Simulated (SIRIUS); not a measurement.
## Nb in SIRIUS: the effect of target pressure

Crystal: Nb.

```
CELL_PARAMETERS angstrom
-1.66395 1.66395 1.66395
1.66395 -1.66395 1.66395
1.66395 1.66395 -1.66395
ATOMIC_POSITIONS crystal
Nb 0.00000 0.00000 0.00000
```

Alike in all runs:

```yaml
Program: SIRIUS 7.10.0
Task: relaxation of cell and atoms
Functional: PBE
Potentials_or_basis: PseudoDojo 0.4.1 PBE standard (scalar relativistic)
Cutoff: 1127 eV
Density_cutoff: 4507 eV
k_mesh: 6 × 6 × 6
Occupations: fermi-dirac, width 0.05 eV
Spin: no spin polarisation
```

Each run relaxes the cell or the atoms first.

| target pressure | relaxed volume (Å³/atom) |
| --- | --- |
| 0 GPa | 17.83 |
| 5 GPa | 17.33 |
| 10 GPa | 16.89 |
| 20 GPa | 16.11 |
| 30 GPa | ? |

Problem. What does the run with target pressure 30 GPa give?

Solution. Relaxed volume 15.51 Å³/atom.

Worked out: In Murnaghan's law V^(-B') rises as a straight line in P. The other rows fit best with B' = 2.8, V0 = 17.83 Å³/atom and B0 = 171 GPa, which gives 15.45 Å³/atom at 30 GPa, against the run's 15.51.

Caveats: all runs use coarse meshes; the volume moved by over 15 % at a fixed basis, so the end points are rough (some runs).
